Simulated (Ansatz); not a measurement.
# Hg: the cost of one run

Computed with Ansatz 0.2.0 (DFT PBE, scalar-relativistic, plane waves, PAW, unless a step's input says otherwise).

1 further run of the same task is left out (it didn't finish).

**1. The starting structure**

The structure is triclinic, space group P-1 (No. 2). Conventional cell: a = 3.383 Å, b = 3.394 Å, c = 8.820 Å, α = 79.33°, β = 89.94°, γ = 60.14°. Around Hg (site symmetry -1) lie 6 Hg at 3.38 to 3.40 Å.

Cell or atoms stand a little off a more symmetric structure (R-3m at a tolerance of 0.3 Å), so results at this geometry aren't those of that ideal crystal.

As a file:

```cif
data_structure
_symmetry_space_group_name_H-M 'P 1'
_symmetry_Int_Tables_number 1
_cell_length_a 3.3835
_cell_length_b 3.3943
_cell_length_c 8.8203
_cell_angle_alpha 79.329
_cell_angle_beta 89.943
_cell_angle_gamma 60.137
_cell_volume 85.83
loop_
_atom_site_label
_atom_site_type_symbol
_atom_site_fract_x
_atom_site_fract_y
_atom_site_fract_z
_atom_site_occupancy
Hg1 Hg 0.50000 0.00000 0.00000 1
```

The structure comes from the Materials Project (structure only).

**2. A change within the space group**

What differs from the listed cell: strain xx, yy, zz, yz, xz, xy = +3.5, +3.9, +3.2, -1.0, -0.4, -0.1 %.

input.yaml

```yaml
crystal:
  lattice:
    - [3.5030936552, -0.0033158176, -0.0119437104]
    - [1.746989329, 3.0558225622, -0.0354026323]
    - [-0.0231801339, 1.864673322, 8.8765366893]
  atoms:
    - { symbol: Hg, position: [0.5, 0.0, 0.0] }
basis:
  ecutwfc: 420
kpoints:
  mp_grid: { grid: [10, 10, 4] }
hamiltonian:
  xc: pbe
scf:
  occupations: { method: gaussian, width: 0.02 }
output:
  forces: true
  stress: true
  eigenvalues: true
  populations: true
```

The run is started by

```console
ansatz run input.yaml --threads 1 --pin off --max-ram 1331MiB --backend cpu --events-out ev --progress --plain --runs-dir out
```

What time and memory should one allow on 1 thread of an Arm CPU, shared host?

About 26 s, with a peak of 0.48 GiB.
